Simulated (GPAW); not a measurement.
Input of a GPAW 26.7.0 run:

The input run.py:

```python
import spglib
from ase import Atoms
from ase.dft.bandgap import bandgap
from ase.io import read, write
from ase.units import GPa
from gpaw import GPAW, PW

atoms = read('SnTe.cif')
cell, positions, numbers = spglib.find_primitive(
    (atoms.cell[:], atoms.get_scaled_positions(), atoms.numbers), symprec=1e-4)
atoms = Atoms(numbers, cell=cell, scaled_positions=positions, pbc=True)

calc = GPAW(mode=PW(450),
            xc='PBE',
            kpts={'size': (6, 6, 6), 'gamma': True},
            occupations={'name': 'fermi-dirac', 'width': 0.01},
            setups={'Te': '16'},
            nbands=-9,
            convergence={'density': 1e-05, 'energy': 1e-05},
            maxiter=150,
            txt='gpaw.txt')
atoms.calc = calc
energy = atoms.get_potential_energy()
forces = atoms.get_forces()
stress = atoms.get_stress()
calc.write('gs.gpw')
write('result.traj', atoms)
print(f'Energy: {energy:.6f} eV')
print('Forces (eV/A):')
print(forces.round(4))
print('Stress (GPa):', (stress / GPa).round(3))
print('Fermi level:', round(calc.get_fermi_level(), 4), 'eV')
print(f'Gap: {bandgap(calc)[0]:.4f} eV, direct: {bandgap(calc, direct=True)[0]:.4f} eV')
```

File SnTe.cif:

```cif
data_SnTe
_cell_length_a 6.30170000
_cell_length_b 6.30170000
_cell_length_c 6.30170000
_cell_angle_alpha 90.00000000
_cell_angle_beta 90.00000000
_cell_angle_gamma 90.00000000
_space_group_name_H-M_alt 'Fm-3m'
_space_group_name_Hall '-F 4 2 3'
_space_group_IT_number 225
loop_
_space_group_symop_operation_xyz
'x,y,z'
'-x,-y,-z'
'-y,x,z'
'y,-x,-z'
'-x,-y,z'
'x,y,-z'
'y,-x,z'
'-y,x,-z'
'x,-y,-z'
'-x,y,z'
'-y,-x,-z'
'y,x,z'
'-x,y,-z'
'x,-y,z'
'y,x,-z'
'-y,-x,z'
'z,x,y'
'-z,-x,-y'
'z,-y,x'
'-z,y,-x'
'z,-x,-y'
'-z,x,y'
'z,y,-x'
'-z,-y,x'
'-z,x,-y'
'z,-x,y'
'-z,-y,-x'
'z,y,x'
'-z,-x,y'
'z,x,-y'
'-z,y,x'
'z,-y,-x'
'y,z,x'
'-y,-z,-x'
'x,z,-y'
'-x,-z,y'
'-y,z,-x'
'y,-z,x'
'-x,z,y'
'x,-z,-y'
'-y,-z,x'
'y,z,-x'
'-x,-z,-y'
'x,z,y'
'y,-z,-x'
'-y,z,x'
'x,-z,y'
'-x,z,-y'
'x,y+1/2,z+1/2'
'-x,-y+1/2,-z+1/2'
'-y,x+1/2,z+1/2'
'y,-x+1/2,-z+1/2'
'-x,-y+1/2,z+1/2'
'x,y+1/2,-z+1/2'
'y,-x+1/2,z+1/2'
'-y,x+1/2,-z+1/2'
'x,-y+1/2,-z+1/2'
'-x,y+1/2,z+1/2'
'-y,-x+1/2,-z+1/2'
[... 41 lines left out ...]
'-x+1/2,-y,z+1/2'
'x+1/2,y,-z+1/2'
'y+1/2,-x,z+1/2'
'-y+1/2,x,-z+1/2'
'x+1/2,-y,-z+1/2'
'-x+1/2,y,z+1/2'
'-y+1/2,-x,-z+1/2'
'y+1/2,x,z+1/2'
'-x+1/2,y,-z+1/2'
'x+1/2,-y,z+1/2'
'y+1/2,x,-z+1/2'
'-y+1/2,-x,z+1/2'
'z+1/2,x,y+1/2'
'-z+1/2,-x,-y+1/2'
'z+1/2,-y,x+1/2'
'-z+1/2,y,-x+1/2'
'z+1/2,-x,-y+1/2'
'-z+1/2,x,y+1/2'
'z+1/2,y,-x+1/2'
'-z+1/2,-y,x+1/2'
'-z+1/2,x,-y+1/2'
'z+1/2,-x,y+1/2'
'-z+1/2,-y,-x+1/2'
'z+1/2,y,x+1/2'
'-z+1/2,-x,y+1/2'
'z+1/2,x,-y+1/2'
'-z+1/2,y,x+1/2'
'z+1/2,-y,-x+1/2'
'y+1/2,z,x+1/2'
'-y+1/2,-z,-x+1/2'
'x+1/2,z,-y+1/2'
'-x+1/2,-z,y+1/2'
'-y+1/2,z,-x+1/2'
'y+1/2,-z,x+1/2'
'-x+1/2,z,y+1/2'
'x+1/2,-z,-y+1/2'
'-y+1/2,-z,x+1/2'
'y+1/2,z,-x+1/2'
'-x+1/2,-z,-y+1/2'
'x+1/2,z,y+1/2'
'y+1/2,-z,-x+1/2'
'-y+1/2,z,x+1/2'
'x+1/2,-z,y+1/2'
'-x+1/2,z,-y+1/2'
'x+1/2,y+1/2,z'
'-x+1/2,-y+1/2,-z'
'-y+1/2,x+1/2,z'
'y+1/2,-x+1/2,-z'
'-x+1/2,-y+1/2,z'
'x+1/2,y+1/2,-z'
'y+1/2,-x+1/2,z'
'-y+1/2,x+1/2,-z'
'x+1/2,-y+1/2,-z'
'-x+1/2,y+1/2,z'
'-y+1/2,-x+1/2,-z'
'y+1/2,x+1/2,z'
'-x+1/2,y+1/2,-z'
'x+1/2,-y+1/2,z'
'y+1/2,x+1/2,-z'
'-y+1/2,-x+1/2,z'
'z+1/2,x+1/2,y'
'-z+1/2,-x+1/2,-y'
'z+1/2,-y+1/2,x'
'-z+1/2,y+1/2,-x'
'z+1/2,-x+1/2,-y'
'-z+1/2,x+1/2,y'
'z+1/2,y+1/2,-x'
'-z+1/2,-y+1/2,x'
'-z+1/2,x+1/2,-y'
'z+1/2,-x+1/2,y'
'-z+1/2,-y+1/2,-x'
'z+1/2,y+1/2,x'
'-z+1/2,-x+1/2,y'
'z+1/2,x+1/2,-y'
'-z+1/2,y+1/2,x'
'z+1/2,-y+1/2,-x'
'y+1/2,z+1/2,x'
'-y+1/2,-z+1/2,-x'
'x+1/2,z+1/2,-y'
'-x+1/2,-z+1/2,y'
'-y+1/2,z+1/2,-x'
'y+1/2,-z+1/2,x'
'-x+1/2,z+1/2,y'
'x+1/2,-z+1/2,-y'
'-y+1/2,-z+1/2,x'
'y+1/2,z+1/2,-x'
'-x+1/2,-z+1/2,-y'
'x+1/2,z+1/2,y'
'y+1/2,-z+1/2,-x'
'-y+1/2,z+1/2,x'
'x+1/2,-z+1/2,y'
'-x+1/2,z+1/2,-y'
loop_
_atom_site_label
_atom_site_type_symbol
_atom_site_symmetry_multiplicity
_atom_site_Wyckoff_symbol
_atom_site_fract_x
_atom_site_fract_y
_atom_site_fract_z
_atom_site_occupancy
Te1 Te 4 b 0.5000000000 0.0000000000 0.0000000000 1
Sn1 Sn 4 a 0.0000000000 0.0000000000 0.0000000000 1
```

Potentials or basis: GPAW PAW data sets (gpaw-data 1.2.1), other valence, pw.

The run is started by

```sh
$ OMP_NUM_THREADS=1 python run.py
```

Question: Estimate the pressure.

Answer: 0.7 GPa.

Question: What does it give for the band gap on the k mesh?

Answer: 0.16 eV, direct.

Caveat: the cutoff is short for stress and forces, so pressures can be off by a GPa or more; spin-orbit coupling is left out, which moves the levels of the heavy elements.

**Experimental background.**

From a printed reference work, textbook, for a bulk crystal of SnTe at 300 K: band gap 0.18 eV (direct).

Against the measured gap of SnTe, 0.18 eV (direct; 300 K; a printed reference work, textbook), the calculated 0.16 eV is off by -0.02 eV. Spin-orbit coupling on Sn, Te is left out. The value is that of PBE on a finite k mesh, which can miss the band edges, without temperature or zero-point motion. Semilocal functionals fall short of measured gaps as a rule.
